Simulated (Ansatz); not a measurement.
Run this with Ansatz's Python interface and show what comes out.

`prototypes.py`:
```python
import warnings

import ansatz
import numpy as np
import spglib
from tabulate import tabulate

SETTINGS = {
    "xc": "PBE",
    "cutoff": 520,
    "kspacing": 0.27,
    "smearing": "fermi_dirac",
    "sigma": 0.05,
}


def bcc(a_site, a):
    return (
        ansatz.Lattice.bcc(a)
        .space_group(229)
        .atom(a_site, [0, 0, 0])
        .primitive()
    )


def fcc(first, a):
    return (
        ansatz.Lattice.fcc(a)
        .space_group(225)
        .atom(first, [0, 0, 0])
        .primitive()
    )


def diamond(first, a):
    return (
        ansatz.Lattice.fcc(a)
        .space_group(227, origin_choice=1)
        .atom(first, [0, 0, 0])
        .primitive()
    )


def compute(name, crystal):
    calc = (
        crystal.calculation()
        .functional(SETTINGS["xc"])
        .basis(SETTINGS["cutoff"])
        .kpoints(spacing=SETTINGS["kspacing"])
        .occupations(SETTINGS["smearing"], width=SETTINGS["sigma"])
        .stress()
        .band_table()
    )
    calc = calc.relax(force_tolerance=0.03, cell=True)
    return calc.run(threads=1, backend="cpu")


def space_group(outcome):
    sites = outcome.report["lattice"]["sites"]
    kinds = sorted({site["symbol"] for site in sites})
    cell = (outcome.lattice.cell_ang, [site["position_frac"] for site in sites], [kinds.index(site["symbol"]) for site in sites])
    return spglib.get_spacegroup(cell, symprec=0.01)


def volume_per_atom(outcome):
    return abs(np.linalg.det(outcome.lattice.cell_ang)) / len(outcome.lattice.sites)


def pressure_gpa(outcome):
    return float(np.trace(outcome.report["stress_gpa"]) / 3)

warnings.simplefilter("ignore", ansatz.DeckWarning)

phases = {}
phases["bcc"] = bcc("Pd", 3.09)
phases["fcc"] = fcc("Pd", 3.89)
phases["diamond"] = diamond("Pd", 5.35)

done = {}
for name, crystal in phases.items():
    try:
        done[name] = compute(name, crystal)
    except ansatz.NonConvergedError as error:
        print(name, "did not converge:", str(error)[:120])

energy = {name: o.report["energy_sigma0_ev"] / len(o.lattice.sites) for name, o in done.items()}
lowest = min(energy.values())
rows = [(name, len(o.lattice.sites), 1000 * (energy[name] - lowest), space_group(o), volume_per_atom(o), pressure_gpa(o)) for name, o in done.items()]
rows.sort(key=lambda row: row[2])
print(tabulate(rows, headers=["phase", "atoms", "dE (meV/atom)", "space group", "V (A^3/atom)", "P (GPa)"], floatfmt=".4f", tablefmt="plain"))
print("order:", " < ".join(row[0] for row in rows))
```

```console
$ python prototypes.py
phase      atoms    dE (meV/atom)  space group      V (A^3/atom)    P (GPa)
fcc            1           0.0000  Fm-3m (225)           15.3549     0.0149
bcc            1          40.3023  Im-3m (229)           15.4610     0.0453
diamond        2        1129.9847  Fd-3m (227)           24.4682     0.0470
order: fcc < bcc < diamond
```

By space group at the end of each run: Fm-3m (+0 meV an atom, 15.4 Å³), Im-3m (+40 meV an atom, 15.5 Å³) and Fd-3m (+1130 meV an atom, 24.5 Å³).

What to keep in mind:
- For the metals among these phases the mesh is modest: differences between phases can be off by up to 40 meV an atom.
- Pressure is positive in compression.
- The cells are built on prototypes, so most aren't the phase found in nature. Rows bear the name of their start, and a relaxation keeps or raises the symmetry. Differences under about 40 meV an atom lie within the error of mesh and functional.
- The whole script took 18 s on 1 thread of Arm Neoverse V2, on a shared host, peak memory 0.43 GiB.

(Lines on the test bed's own set-up are left out of the output.)
